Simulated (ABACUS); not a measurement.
Write the native input for ABACUS 3.10.1 that does the following.

```yaml
Task: single point
Functional: PBE
Potentials_or_basis: PseudoDojo NC FR 0.4 PBE standard
Cutoff: 1361 eV
Density_cutoff: 5442 eV
Basis: DZP LCAO (the cutoffs set its grid)
k_mesh: 7 × 7 × 7
Occupations: fermi-dirac, width 0.05 eV
Spin: no spin polarisation
Radial_cutoff_of_the_potentials_pseudo_rcut: 7 bohr
Orbital_files: Ta Ta_confined-atom_7au_3s2p2d1f.orb
SCF_threshold_on_the_density: 1e-07
Max_SCF_steps: 100
Eigensolver: genelpa
Mixing: broyden
Mixing_share: 0.7
Symmetry_key: 1
Bands: 17
```

Ta:

```xyz
1
Lattice="-1.6513 1.6513 1.6513 1.6513 -1.6513 1.6513 1.6513 1.6513 -1.6513" Properties=species:S:1:pos:R:3 pbc="T T T"
Ta    0.0000    0.0000    0.0000
```

The input as run:

INPUT

```
INPUT_PARAMETERS
suffix              Ta
calculation         scf
basis_type          lcao
pseudo_dir          ./
orbital_dir         ./
symmetry            1
dft_functional      pbe
ecutwfc             100
pseudo_rcut         7
nspin               1
nbands              17
ks_solver           genelpa
smearing_method     fd
smearing_sigma      0.00367493
scf_thr             1e-07
scf_nmax            100
mixing_type         broyden
mixing_beta         0.7
cal_force           1
cal_stress          1
out_mul             1
out_chg             1
```

STRU

```
ATOMIC_SPECIES
Ta 180.9479 Ta.upf

NUMERICAL_ORBITAL
Ta_confined-atom_7au_3s2p2d1f.orb

LATTICE_CONSTANT
1.8897261246

LATTICE_VECTORS
-1.6512800000 1.6512800000 1.6512800000
1.6512800000 -1.6512800000 1.6512800000
1.6512800000 1.6512800000 -1.6512800000

ATOMIC_POSITIONS
Cartesian

Ta
0.0
1
0.0000000000 0.0000000000 0.0000000000 1 1 1
```

KPT

```
K_POINTS
0
Gamma
7 7 7 0 0 0
```

Potentials or basis: PseudoDojo NC FR 0.4 PBE standard, DZP LCAO (the cutoffs set its grid).

Run with:

```bash
$ OMP_NUM_THREADS=1 mpirun -np 4 abacus > log
```

It gave:

* Pressure: 2.6 GPa
* Band gap on the k mesh: none (metal or under the smearing width)

Caveat: the k mesh is coarse (spacing up to 0.38 Å⁻¹), so the values aren't converged; the atomic orbitals were generated for these runs and aren't a published set; the basis of atomic orbitals isn't converged, which shifts pressures, moduli and gaps.

Run time: 4.5 s on 4 MPI ranks on Intel(R) Xeon(R) Platinum 8488C (Sapphire Rapids) (shared host), peak memory 0.36 GiB a rank.
